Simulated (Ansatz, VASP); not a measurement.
Ir in VASP and in Ansatz

```
CELL_PARAMETERS angstrom
2.54056 0.00000 0.00000
0.00000 2.54056 0.00000
0.00000 0.00000 2.54056
ATOMIC_POSITIONS crystal
Ir 0.00000 0.00000 0.00000
```

Alike in both runs: functional PBEsol; k mesh 17 × 17 × 17; occupations fermi-dirac, width 0.05 eV; no spin polarisation.

Ansatz relaxed the structure, and its values are those at the end. VASP's run is a single point on that final structure, the one shown.

|  | VASP | Ansatz |
| --- | --- | --- |
| version | VASP 6.6.1 | Ansatz 0.2.0 |
| potentials or method | VASP PAW PBE potentials, release 64 (Ir) | PAW with Ansatz's default frozen-core files, scalar-relativistic |
| plane-wave cutoff (eV) | 520 | 420 |
| valence electrons in the cell | 9 | 17 |

|  | VASP | Ansatz | Ansatz less VASP |
| --- | --- | --- | --- |
| pressure (GPa) | 0.5 | 0.0 | -0.49 |

The two sets of potentials don't hold the same shells in valence.

Caveats: the PAW data sets were made with another functional, which shifts forces and pressure a little (VASP). Spin-orbit coupling is left out, which matters for the levels of Ir.
